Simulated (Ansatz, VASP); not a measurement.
## Two plane-wave programs on Cd3Te

```
Cd Te
1.0
     4.67392    0.00000    0.00000
     0.00000    4.67392    0.00000
     0.00000    0.00000    4.67392
Cd Te
3 1
Direct
  0.00000 0.50000 0.50000
  0.50000 0.00000 0.50000
  0.50000 0.50000 0.00000
  0.00000 0.00000 0.00000
```

Alike in both runs: task single point; functional PBE; k mesh 4 × 4 × 4; occupations gaussian, width 0.1 eV; no spin polarisation.

|  | VASP | Ansatz |
| --- | --- | --- |
| version | VASP 6.6.1 | Ansatz 0.2.0 |
| potentials or method | VASP PAW PBE potentials, release 64 (Cd, Te) | scalar-relativistic, plane waves, PAW |
| plane-wave cutoff (eV) | 520 | 420 |
| valence electrons in the cell | 42 | 76 |

|  | VASP | Ansatz | Ansatz less VASP |
| --- | --- | --- | --- |
| gap on the k mesh at the Fermi level (eV) | none | none | - |
| pressure (GPa) | 0.3 | 0.1 | -0.16 |

A gap of «none» marks a metal or a gap that the smearing closes. The two sets of potentials don't hold the same shells in valence.

The runs have no spin-orbit coupling, so splittings on Te are missing.
